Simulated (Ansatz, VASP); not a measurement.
**One calculation of SnO, two programs**

```
Sn O
1.0
     3.51500    0.00000    0.00000
     0.00000    3.51500    0.00000
     0.00000    0.00000   30.63340
Sn O
2 2
Cartesian
  1.7575 0.0000 14.2577
  0.0000 1.7575 16.3757
  0.0000 0.0000 15.3167
  1.7575 1.7575 15.3167
```

Alike in both runs: task single point; functional PBE; dispersion D3(BJ); k mesh 6 × 6 × 1; occupations gaussian, width 0.02 eV; no spin polarisation.

|  | VASP | Ansatz |
| --- | --- | --- |
| version | VASP 6.6.1 | Ansatz 0.2.0 |
| potentials or method | VASP PAW PBE potentials, release 64 (Sn_d, O) | scalar-relativistic, plane waves, PAW |
| plane-wave cutoff (eV) | 520 | 420 |
| valence electrons in the cell | 40 | 40 |

|  | VASP | Ansatz | Ansatz less VASP |
| --- | --- | --- | --- |
| gap on the k mesh at the Fermi level (eV) | 3.11 | 3.14 | +0.025 |
| least direct gap on the mesh (eV) | 3.14 | 3.18 | +0.030 |
| rms of the force components (eV/Å) | 2.505 | 2.430 | -0.0753 |

Caveats: spin-orbit coupling is left out, which moves the levels of the heavy elements. A hybrid or GW would open this gap; PBE tends to underestimate it.
